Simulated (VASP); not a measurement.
A run of VASP 6.6.1 is set up as follows.

The input INCAR:

```
SYSTEM = Ti2O
  ALGO = Normal
  EDIFF = 1E-7
  EDIFFG = -0.01
  ENCUT = 600
  IBRION = 2
  ISIF = 3
  ISMEAR = -1
  IVDW = 12
  LASPH = .True.
  LCHARG = .False.
  LMIXTAU = .True.
  LREAL = .False.
  LWAVE = .False.
  METAGGA = R2SCAN
  NELM = 80
  NSW = 60
  PREC = Accurate
  SIGMA = 0.05
  VDW_A1 = 0.49484001
  VDW_A2 = 5.73083694
  VDW_S6 = 1.0
  VDW_S8 = 0.78981345
```

KPOINTS

```
k-points
0
Gamma
  10 10 6
  0 0 0
```

POSCAR

```
Ti2O
1.0
    2.9194000000      0.0000000000      0.0000000000
   -1.4597000000      2.5282745638      0.0000000000
    0.0000000000      0.0000000000      4.7130000000
Ti O
2 1
Direct
    0.3333333333      0.6666666667      0.7212600000
    0.6666666667      0.3333333333      0.2787400000
    0.0000000000      0.0000000000      0.0000000000
```

Potentials or basis: VASP PAW PBE potentials, release 64 (Ti_sv, O).

Command:

```sh
$ cat potpaw_PBE.64/Ti_sv/POTCAR potpaw_PBE.64/O/POTCAR > POTCAR
$ mpirun -np 1 vasp_std > vasp.out
```

Q: Predict the relaxed volume.

A: 11.98 Å³/atom.

Q: What does it give for the band gap on the k mesh?

A: None (metal or under the smearing width).

Forces on the atoms (eV/Å):
```
Ti   0.000  0.000 -0.005
Ti   0.000  0.000  0.005
O    0.000  0.000  0.000
```

Caveat: the PAW data sets were made with another functional, which shifts forces and pressure a little; semilocal functionals often make such compounds metallic where correlation or magnetic order opens a gap, which also shifts bond lengths; pairwise dispersion overbinds metals, which lowers pressure and volume. Zero-point motion and thermal expansion aren't in these numbers.
